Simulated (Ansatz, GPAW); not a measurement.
# Geometry or basis: what sets the conductance of propane-1,3-dithiol between two Al chains, part 2 of 3

How well does propane-1,3-dithiol between two Al chains conduct once its atoms have relaxed, and how much do cheaper levels lose?

GPAW 26.7.0 and Ansatz 0.2.0; Ansatz plane waves; relaxation of the junction with the lead ends held; PAW set soft_1 (the session's first sound run).

So far, transmission at the Fermi level (one spin): step 3 (plane waves, PBE) 2.5e-4. Also open channels of the lead at the Fermi level (one spin): step 3 2.

**4. GPAW, dzp**

Localised orbitals split the wire into layers that couple to their neighbours alone, which is what the Green's function method needs; double zeta with polarisation is the usual level for numbers.

This step: GPAW LCAO, PAW setups; Landauer transmission from Green's functions with principal layers (ASE), zero bias (GPAW 26.7.0).

Input file run.py:

```python
import json
import numpy as np
from ase import Atoms
from ase.transport.calculators import TransportCalculator
from gpaw import GPAW, FermiDirac
from gpaw.lcao.tools import get_lcao_hamiltonian
from scipy.linalg import eigh

# The junction with lead layers at both ends, along the third cell vector
device = Atoms(
    ['Al', 'Al', 'Al', 'Al', 'Al', 'Al', 'Al', 'S', 'H', 'H', 'C', 'H', 'C', 'H', 'C', 'H', 'H', 'S', 'Al', 'Al', 'Al', 'Al', 'Al', 'Al', 'Al'],
    positions=[
        [5.91547, 6.08304, 1.20000],
        [5.91547, 6.08304, 3.60000],
        [5.91547, 6.08304, 6.00000],
        [5.91547, 6.08304, 8.40000],
        [5.91547, 6.08304, 10.80000],
        [5.82459, 7.90218, 12.54402],
        [5.93764, 5.83221, 13.99670],
        [6.00478, 4.45217, 15.76912],
        [5.16261, 6.22849, 17.23366],
        [6.94347, 6.15738, 17.24961],
        [6.02721, 5.55345, 17.27652],
        [5.06920, 4.07941, 18.55112],
        [5.98322, 4.69116, 18.55063],
        [6.83278, 3.99237, 18.54995],
        [6.02883, 5.55299, 19.82489],
        [6.94485, 6.15731, 19.85107],
        [5.16391, 6.22744, 19.86992],
        [6.00989, 4.45006, 21.33132],
        [5.93767, 5.83212, 23.10194],
        [5.82038, 7.89975, 24.55710],
        [5.91547, 6.08304, 26.30331],
        [5.91547, 6.08304, 28.70331],
        [5.91547, 6.08304, 31.10331],
        [5.91547, 6.08304, 33.50331],
        [5.91547, 6.08304, 35.90331]],
    cell=[[11.83094, 0.0, 0.0], [0.0, 12.16608, 0.0], [0.0, 0.0, 37.10331]],
    pbc=True)

# One principal layer of the lead: the first 4 atoms of the device
lead = Atoms(
    ['Al', 'Al', 'Al', 'Al'],
    positions=[
        [5.91547, 6.08304, 1.20000],
        [5.91547, 6.08304, 3.60000],
        [5.91547, 6.08304, 6.00000],
        [5.91547, 6.08304, 8.40000]],
    cell=[[11.83094, 0.0, 0.0], [0.0, 12.16608, 0.0], [0.0, 0.0, 9.6]],
    pbc=True)

settings = dict(mode='lcao', basis='dzp', xc='PBE', h=0.2,
                occupations=FermiDirac(0.1), maxiter=250,
                mixer=dict(beta=0.1, nmaxold=8, weight=100.0),
                convergence=dict(density=0.0001))
energies = np.arange(-2, 2 + 1e-9, 0.025)
eta = 0.0001
n1, n2 = 1, 1
# k and -k transmit alike, so half of the mesh across the current serves
mesh = [(i, j) for i in range(n1) for j in range(n2) if (i, j) <= (-i % n1, -j % n2)]
weights = np.array([1 if (i, j) == (-i % n1, -j % n2) else 2 for i, j in mesh]) / (n1 * n2)


def ground_state(atoms, size, txt):
    atoms.calc = GPAW(kpts={'size': size, 'gamma': True}, symmetry={'tolerance': 1e-3}, txt=txt, **settings)
    atoms.get_potential_energy()
    return atoms.calc.get_fermi_level()


def blocks(atoms, fermi, points, nz, cells):
    """H - E_F S and S between cell 0 and the cells above it, at each point across the current."""
    kz = np.arange(nz) / nz
    calc = atoms.calc.fixed_density(kpts=[(*k, z) for k in points for z in kz], symmetry='off', txt=None)
    H, S = get_lcao_hamiltonian(calc)
    H = (H - fermi * S).reshape(len(H), len(points), nz, *S.shape[1:])
    S = S.reshape(H.shape[1:])
    phases = [np.exp(-2j * np.pi * kz * R) / nz for R in cells]
    return [(np.einsum('skzij,z->ksij', H, p), np.einsum('kzij,z->kij', S, p)) for p in phases]


def pair(a, b):
    return np.block([[a, b], [b.T.conj(), a]])


def count_channels(h, s, cells, nk=240):
    """Half the number of times that the lead's bands cross each energy, unfolded to its shortest repeat."""
    b = len(h) // cells
    bands = []
    for k in (np.arange(nk + 1) + 0.5) / nk:
        hk, sk = h[:b, :b].copy(), s[:b, :b].copy()
        for R in range(1, cells):
            phase, block = np.exp(2j * np.pi * k * R), slice(R * b, (R + 1) * b)
            hk += h[:b, block] * phase + (h[:b, block] * phase).T.conj()
            sk += s[:b, block] * phase + (s[:b, block] * phase).T.conj()
        w, u = eigh(sk)
        x = u[:, w > 1e-5] / w[w > 1e-5]**0.5  # drop near-dependent combinations
        bands.append(np.r_[eigh(x.T.conj() @ hk @ x, eigvals_only=True), [1e9] * (w <= 1e-5).sum()])
    below = np.array(bands)[:, :, None] < energies
    return (below[1:] != below[:-1]).sum((0, 1)) / 2


fermi_lead = ground_state(lead, (1, 1, 12), 'lead.txt')
fermi_device = ground_state(device, (1, 1, 2), 'device.txt')
T, channels, eigen, tail, misfit, shifts = [], [], [], 0.0, 0.0, []
for first in range(0, len(mesh), 177):
    points = [(i / n1, j / n2) for i, j in mesh[first:first + 177]]
    (H0k, S0k), (H1k, S1k), (H2k, _) = blocks(lead, fermi_lead, points, 5, range(3))
    [(Hk, Sk)] = blocks(device, fermi_device, points, 2, [0])
    tail = max(tail, abs(H2k).max())
    for H0, S0, H1, S1, H, S in zip(H0k, S0k, H1k, S1k, Hk, Sk):
        n = len(S0)
        # Shift the lead onto the potential of the device's first layer
        shift = ((H[:, 0, 0] - H0[:, 0, 0]) / S0[0, 0]).real.mean()
        shifts.append(shift)
        misfit = max(misfit, abs(H[:, :n, :n] - H0 - shift * S0).max())
        Tk, Ck, Ek = [], [], []
        for s in range(len(H)):
            t = s % len(H0)  # a lead without moments serves both spins
            h1, s1 = pair(H0[t] + shift * S0, H1[t] + shift * S1), pair(S0, S1)
            leads = dict(h1=h1, s1=s1, energies=energies, eta=eta, eta1=eta, eta2=eta)
            calc = TransportCalculator(h=H[s], s=S, eigenchannels=3, **leads)
            Tk.append(calc.get_transmission())
            Ek.append(np.sort(calc.eigenchannels_ne, axis=0)[::-1])
            Ck.append(count_channels(h1, s1, 8))
        T.append(Tk)
        channels.append(Ck)
        eigen.append(Ek)
T, channels = np.array(T), np.array(channels)
mean, open_channels = np.einsum('kse,k->se', T, weights), np.einsum('kse,k->se', channels, weights)

print(f'basis functions: device {len(S)}, principal layer {n}')
print(f'Fermi level: lead {fermi_lead:.4f} eV, device {fermi_device:.4f} eV; lead shifted by {np.mean(shifts):.4f} eV')
print(f'largest coupling past the next layer {tail:.2e} eV, largest misfit of the first layer {misfit:.3f} eV')
print('  E-E_F (eV)   ' + 'T (one spin)  channels')
for e, t, c in zip(energies, mean.T, open_channels.T):
    print(f'{e:10.3f}  ', *[f'{x:11.4e}' for x in t], *[f'{x:9.4f}' for x in c])

kT = 8.617333e-5 * 300
fine = np.linspace(energies[0], energies[-1], 4001)
both = np.exp(np.interp(fine, energies, np.log(np.maximum(mean.sum(0) * 2 / len(mean), 1e-30))))
fermi = lambda mu: 1 / (1 + np.exp(np.clip((fine - mu) / kT, -200, 200)))
slope = fermi(0) * (1 - fermi(0)) / kT
G = np.trapezoid(both * slope, fine) / 2
seebeck = -np.trapezoid(both * slope * fine, fine) / (2 * G * 300) * 1e6
print(f'conductance at 300 K: {G:.5g} G0 a cell; thermopower {seebeck:.4g} uV/K')
bias = [0.1, 0.2, 0.5, 1.0, 1.5, 2.0]
current = [38.74 * np.trapezoid(both * (fermi(V / 2) - fermi(-V / 2)), fine) for V in bias]
for V, I in zip(bias, current):
    print(f'current from the zero-bias T(E) at {V} V: {I:.5g} uA')
zero = abs(energies).argmin()
json.dump(dict(energies=energies.tolist(), T=mean.tolist(), channels=open_channels.tolist(), G=G, seebeck=seebeck,
               bias=bias, current=current, tail=tail, misfit=misfit, shift=np.mean(shifts), n_device=len(S), n_lead=n,
               fermi=[fermi_lead, fermi_device], energy=device.get_potential_energy(),
               moments=device.get_magnetic_moments().tolist(), mesh=mesh, weights=weights.tolist(),
               T_k=T[:, :, zero].tolist(), eigen=np.array(eigen[0]).tolist()), open('result.json', 'w'))
```

Run with:

```sh
OMP_NUM_THREADS=1 OPENBLAS_NUM_THREADS=1 python run.py
```

It took 89 s on 1 thread of Arm Neoverse V1, shared host; peak memory 1.9 GiB.

Numbers from this step:

```yaml
conductance: 2.94e-4 G₀
thermopower: 3.261 μV/K
largest_coupling_past_the_next_principal_layer: 1.11e-15 eV
largest_misfit_of_the_first_principal_layer: 0.06250 eV
shift_that_aligns_the_lead: 0.009897 eV
basis_functions_of_the_junction: 277
basis_functions_of_a_principal_layer: 52
transmission_at_the_fermi_level_one_spin: 2.98e-4
```

One spin. Transmission, zone mean against energy, zero at the Fermi level:

| energy (eV) | transmission, zone mean |
| --- | --- |
| -2.000 | 5.2e-6 |
| -1.900 | 5.5e-6 |
| -1.800 | 1.9e-6 |
| -1.700 | 9.7e-6 |
| -1.600 | 8.6e-4 |
| -1.550 | 0.285 |
| -1.500 | 0.0110 |
| -1.400 | 0.00539 |
| -1.300 | 3.4e-5 |
| -1.200 | 8.5e-12 |
| -1.100 | 2.2e-12 |
| -1.000 | 2.2e-12 |
| -0.900 | 1.6e-10 |
| -0.800 | 0 |
| -0.700 | 0 |
| -0.600 | 0 |
| -0.500 | 0 |
| -0.400 | 2.5e-11 |
| -0.300 | 1.6e-4 |
| -0.200 | 2.5e-4 |
| -0.100 | 2.9e-4 |
| 0.000 | 3.0e-4 |
| 0.100 | 2.7e-4 |
| 0.200 | 2.2e-4 |
| 0.300 | 1.8e-4 |
| 0.400 | 1.3e-4 |
| 0.500 | 8.9e-5 |
| 0.600 | 5.2e-5 |
| 0.700 | 2.3e-5 |
| 0.800 | 6.3e-6 |
| 0.900 | 1.2e-6 |
| 1.000 | 5.6e-4 |
| 1.100 | 0.00772 |
| 1.200 | 0.110 |
| 1.300 | 0.791 |
| 1.400 | 0.895 |
| 1.450 | 0.924 |
| 1.500 | 0.885 |
| 1.600 | 0.531 |
| 1.700 | 0.263 |
| 1.800 | 0.146 |
| 1.900 | 0.0928 |
| 2.000 | 0.0652 |

Crossings of the lead's bands, unfolded to its shortest repeat. The open channels, zone mean by energy, zero at the Fermi level:

energy (eV), open channels, zone mean and a bar:
```
   -2.000       1.00 ##########
   -1.900       1.00 ##########
   -1.800       1.00 ##########
   -1.700       1.00 ##########
   -1.600       1.00 ##########
   -1.500       1.00 ##########
   -1.400       1.00 ##########
   -1.300       1.00 ##########
   -1.200       0.00 
   -1.100       0.00 
   -1.000       0.00 
   -0.900       0.00 
   -0.800       0.00 
   -0.700       0.00 
   -0.600       0.00 
   -0.500       0.00 
   -0.400       0.00 
   -0.300       2.00 ####################
   -0.200       2.00 ####################
   -0.100       2.00 ####################
    0.000       2.00 ####################
    0.100       2.00 ####################
    0.200       2.00 ####################
    0.300       2.00 ####################
    0.400       2.00 ####################
    0.500       2.00 ####################
    0.600       2.00 ####################
    0.700       2.00 ####################
    0.800       2.00 ####################
    0.900       2.00 ####################
    1.000       3.00 ##############################
    1.100       3.00 ##############################
    1.200       3.00 ##############################
    1.300       3.00 ##############################
    1.400       3.00 ##############################
    1.500       3.00 ##############################
    1.600       3.00 ##############################
    1.700       3.00 ##############################
    1.800       3.00 ##############################
    1.900       3.00 ##############################
    2.000       3.00 ##############################
```

Not self-consistent under bias; the bias window is split evenly. The current through one cell, from the zero-bias transmission by bias:

| bias (V) | current through one cell, from the zero-bias transmission (nA) |
| --- | --- |
| 0.100 | 2.27 |
| 0.200 | 4.48 |
| 0.500 | 10.2 |
| 1.000 | 14.3 |
| 1.500 | 15.3 |
| 2.000 | 19.0 |

Transmission of the three most open eigenchannels against energy, zero at the Fermi level:

| energy (eV) | channel 1 | channel 2 | channel 3 |
| --- | --- | --- | --- |
| -1.800 | 1.9e-6 | 0 | 0 |
| -1.600 | 8.6e-4 | 0 | 0 |
| -1.400 | 0.00539 | 0 | 0 |
| -1.200 | 8.5e-12 | 0 | 0 |
| -1.000 | 2.2e-12 | 0 | 0 |
| -0.800 | 0 | 0 | 0 |
| -0.600 | 0 | 0 | 0 |
| -0.400 | 1.7e-11 | 7.1e-12 | 0 |
| -0.200 | 1.8e-4 | 7.6e-5 | 0 |
| 0.000 | 2.6e-4 | 3.6e-5 | 0 |
| 0.200 | 2.1e-4 | 1.6e-5 | 0 |
| 0.400 | 1.3e-4 | 5.5e-6 | 0 |
| 0.600 | 5.0e-5 | 1.4e-6 | 0 |
| 0.800 | 6.1e-6 | 1.6e-7 | 0 |
| 1.000 | 5.6e-4 | 1.1e-6 | 9.5e-8 |
| 1.200 | 0.110 | 6.3e-7 | 9.3e-8 |
| 1.400 | 0.895 | 1.6e-6 | 5.5e-7 |
| 1.600 | 0.531 | 4.0e-6 | 2.8e-6 |
| 1.800 | 0.146 | 1.3e-5 | 4.6e-6 |
| 2.000 | 0.0652 | 3.6e-5 | 7.3e-6 |

At the Fermi level T is 3.0e-4 against 2.5e-4 in plane waves. Couplings past the next layer reach 1.1e-15 eV, small enough to drop; the matrix elements of the cell's first layer differ from the bulk lead's by up to 0.062 eV. That layer keeps its own values in the calculation, and only beyond it is the lead taken as perfect. The Fermi levels of lead and junction count from different zeros of potential, one for each periodic cell; with both set to zero, the small remaining shift is what aligns them. By hand: G = 2.94e-4 × 77.48 μS = 0.0228 μS, a resistance of 43868 kΩ; at 0.1 V a linear junction would pass 0.00228 μA, and the integral over the bias window gives 0.00227 μA. Mott's formula, S = -(π²/3)(k_B²T/e) d ln T/dE, has the prefactor 7.33 μV/K·eV at 300 K; T = 3.01e-4 at -0.025 eV and 2.93e-4 at 0.025 eV give a slope of -0.509 per eV and S = 3.73 μV/K, beside 3.26 μV/K from the thermal integral, which interpolates the same grid.

**5. Single-zeta polarised basis**

One radial function a shell plus polarisation makes the matrices smaller; the question is what that costs.

run.py, as its differences from that of step 4:

```diff
@@ -51,3 +51,3 @@
 
-settings = dict(mode='lcao', basis='dzp', xc='PBE', h=0.2,
+settings = dict(mode='lcao', basis='szp(dzp)', xc='PBE', h=0.2,
                 occupations=FermiDirac(0.1), maxiter=250,
```

Wall time 79 s (1 thread); peak memory 1.8 GiB.

Numbers from this step:

```
conductance                                    : 4.05e-4 G₀
thermopower                                    : -4.217 μV/K
largest coupling past the next principal layer : 1.40e-15 eV
largest misfit of the first principal layer    : 0.07275 eV
shift that aligns the lead                     : 0.01972 eV
basis functions of the junction                : 195
basis functions of a principal layer           : 36
transmission at the Fermi level (one spin)     : 4.11e-4
```

One spin. Table of transmission, zone mean by energy, zero at the Fermi level:

| energy (eV) | transmission, zone mean |
| --- | --- |
| -2.000 | 3.4e-6 |
| -1.900 | 5.4e-6 |
| -1.800 | 2.2e-6 |
| -1.700 | 2.5e-5 |
| -1.600 | 0.0690 |
| -1.500 | 0.0311 |
| -1.475 | 0.181 |
| -1.400 | 2.8e-4 |
| -1.300 | 2.4e-11 |
| -1.200 | 4.3e-12 |
| -1.100 | 3.8e-12 |
| -1.000 | 4.6e-11 |
| -0.900 | 2.3e-11 |
| -0.800 | 0 |
| -0.700 | 0 |
| -0.600 | 0 |
| -0.500 | 0 |
| -0.400 | 0 |
| -0.300 | 1.6e-4 |
| -0.200 | 2.8e-4 |
| -0.100 | 3.6e-4 |
| 0.000 | 4.1e-4 |
| 0.100 | 4.1e-4 |
| 0.200 | 3.7e-4 |
| 0.300 | 3.2e-4 |
| 0.400 | 2.6e-4 |
| 0.500 | 2.1e-4 |
| 0.600 | 1.6e-4 |
| 0.700 | 1.1e-4 |
| 0.800 | 2.8e-4 |
| 0.900 | 8.9e-4 |
| 1.000 | 0.00499 |
| 1.100 | 0.0578 |
| 1.200 | 0.754 |
| 1.300 | 0.811 |
| 1.400 | 0.943 |
| 1.500 | 0.654 |
| 1.600 | 0.305 |
| 1.700 | 0.163 |
| 1.800 | 0.103 |
| 1.900 | 0.0734 |
| 2.000 | 0.0572 |

The conductance, 4.0e-4 G₀, lies 38 % above that of the dzp run.

**6. Minimal basis**

One function for each valence shell of the setup, as for a first survey of a large system.

run.py, as its differences from that of step 5:

```diff
@@ -51,3 +51,3 @@
 
-settings = dict(mode='lcao', basis='szp(dzp)', xc='PBE', h=0.2,
+settings = dict(mode='lcao', basis='sz(dzp)', xc='PBE', h=0.2,
                 occupations=FermiDirac(0.1), maxiter=250,
```

It took 53 s on 1 thread; peak memory 1.7 GiB.

This step gave:

* conductance: 4.82e-4 G₀
* thermopower: -2.439 μV/K
* largest coupling past the next principal layer: 9.84e-16 eV
* largest misfit of the first principal layer: 0.08096 eV
* shift that aligns the lead: 0.02559 eV
* basis functions of the junction: 82
* basis functions of a principal layer: 16
* transmission at the Fermi level (one spin): 4.87e-4

The conductance, 4.8e-4 G₀, lies 64 % above that of the dzp run.

**7. revPBE in the dzp basis: xc = "revPBE"**

Back in the dzp basis, the functional changes from PBE to revPBE, to set the spread between functionals beside that between bases.

run.py, as its differences from that of step 6:

```diff
@@ -51,3 +51,3 @@
 
-settings = dict(mode='lcao', basis='sz(dzp)', xc='PBE', h=0.2,
+settings = dict(mode='lcao', basis='dzp', xc='revPBE', h=0.2,
                 occupations=FermiDirac(0.1), maxiter=250,
```

It took 94 s on 1 thread; peak memory 1.9 GiB.

This step gave:

| Property | Result |
| --- | --- |
| conductance | 2.66e-4 G₀ |
| thermopower | 3.382 μV/K |
| largest coupling past the next principal layer | 1.16e-15 eV |
| largest misfit of the first principal layer | 0.05735 eV |
| shift that aligns the lead | 0.007646 eV |
| basis functions of the junction | 277 |
| basis functions of a principal layer | 52 |
| transmission at the Fermi level (one spin) | 2.70e-4 |

One spin. Transmission, zone mean against energy, zero at the Fermi level:

| energy (eV) | transmission, zone mean |
| --- | --- |
| -2.000 | 5.9e-6 |
| -1.900 | 5.5e-6 |
| -1.800 | 1.8e-6 |
| -1.700 | 6.2e-6 |
| -1.600 | 4.5e-4 |
| -1.550 | 0.114 |
| -1.500 | 0.0106 |
| -1.425 | 0.239 |
| -1.400 | 0.00750 |
| -1.300 | 2.5e-5 |
| -1.200 | 7.8e-12 |
| -1.100 | 2.0e-12 |
| -1.000 | 2.0e-12 |
| -0.900 | 8.9e-11 |
| -0.800 | 0 |
| -0.700 | 0 |
| -0.600 | 0 |
| -0.500 | 0 |
| -0.400 | 3.4e-11 |
| -0.300 | 1.5e-4 |
| -0.200 | 2.3e-4 |
| -0.100 | 2.7e-4 |
| 0.000 | 2.7e-4 |
| 0.100 | 2.4e-4 |
| 0.200 | 2.0e-4 |
| 0.300 | 1.6e-4 |
| 0.400 | 1.2e-4 |
| 0.500 | 8.1e-5 |
| 0.600 | 4.6e-5 |
| 0.700 | 2.0e-5 |
| 0.800 | 4.7e-6 |
| 0.900 | 6.4e-7 |
| 1.000 | 8.0e-5 |
| 1.100 | 0.00364 |
| 1.200 | 0.0543 |
| 1.300 | 0.608 |
| 1.400 | 0.886 |
| 1.475 | 0.922 |
| 1.500 | 0.914 |
| 1.600 | 0.626 |
| 1.700 | 0.315 |
| 1.800 | 0.170 |
| 1.900 | 0.106 |
| 2.000 | 0.0727 |

The conductance, 2.7e-4 G₀, lies 9.4 % below that of the dzp run.

**8. The structure as built: geometry = "as built"**

The dzp basis with PBE on the structure as first built shows what the relaxation was worth.

run.py, as its differences from that of step 7:

```diff
@@ -17,17 +17,17 @@
         [5.91547, 6.08304, 10.80000],
-        [5.82459, 7.90218, 12.54402],
-        [5.93764, 5.83221, 13.99670],
-        [6.00478, 4.45217, 15.76912],
-        [5.16261, 6.22849, 17.23366],
-        [6.94347, 6.15738, 17.24961],
-        [6.02721, 5.55345, 17.27652],
-        [5.06920, 4.07941, 18.55112],
-        [5.98322, 4.69116, 18.55063],
-        [6.83278, 3.99237, 18.54995],
-        [6.02883, 5.55299, 19.82489],
-        [6.94485, 6.15731, 19.85107],
-        [5.16391, 6.22744, 19.86992],
-        [6.00989, 4.45006, 21.33132],
-        [5.93767, 5.83212, 23.10194],
-        [5.82038, 7.89975, 24.55710],
+        [5.91547, 6.08304, 13.20000],
+        [5.91547, 6.08304, 15.60000],
+        [6.91291, 4.13230, 15.79929],
+        [8.58094, 5.02166, 17.27462],
+        [8.57878, 3.25000, 17.27839],
+        [7.93700, 4.13665, 17.29859],
+        [6.41878, 5.02671, 18.55164],
+        [7.06466, 4.13900, 18.55165],
+        [6.41434, 3.25450, 18.55165],
+        [7.93700, 4.13667, 19.80470],
+        [8.57880, 3.25003, 19.82489],
+        [8.58092, 5.02170, 19.82866],
+        [6.91292, 4.13230, 21.30400],
+        [5.91547, 6.08304, 21.50331],
+        [5.91547, 6.08304, 23.90331],
         [5.91547, 6.08304, 26.30331],
@@ -51,3 +51,3 @@
 
-settings = dict(mode='lcao', basis='dzp', xc='revPBE', h=0.2,
+settings = dict(mode='lcao', basis='dzp', xc='PBE', h=0.2,
                 occupations=FermiDirac(0.1), maxiter=250,
```

It took 1.7 min on 1 thread; peak memory 1.9 GiB.

This step gave:

| Item | Value |
| --- | --- |
| conductance | 0.8302 G₀ |
| thermopower | 30.34 μV/K |
| largest coupling past the next principal layer | 1.11e-15 eV |
| largest misfit of the first principal layer | 0.04605 eV |
| shift that aligns the lead | 0.009463 eV |
| transmission at the Fermi level (one spin) | 0.9849 |

The conductance, 0.830 G₀, lies a factor of 2822 above that of the dzp run.

**9. Cost and result by level**

Times are wall times on the hardware named with each run. Results by setting:

| no. | run | conductance (G₀) | time | memory (GiB) |
| --- | --- | --- | --- | --- |
| 1 | pw PBE | 2.50e-4 | 3.3 h | 6.7 |
| 2 | dzp | 2.94e-4 | 89 s | 1.9 |
| 3 | szp | 4.05e-4 | 79 s | 1.8 |
| 4 | sz | 4.82e-4 | 53 s | 1.7 |
| 5 | dzp revPBE | 2.66e-4 | 94 s | 1.9 |
| 6 | asbuilt | 0.8302 | 1.7 min | 1.9 |

[end of part 2 of 3]

[Logs are printed without paths, hosts, clocks, repeated set-up lines and the standing remarks that a program may print on its own settings, such as how far it seeks lower states.]

[Hosts, paths, dates, database ids (printed as entryN), source tags and the programs' standing remarks are cut or masked in the printed files.]
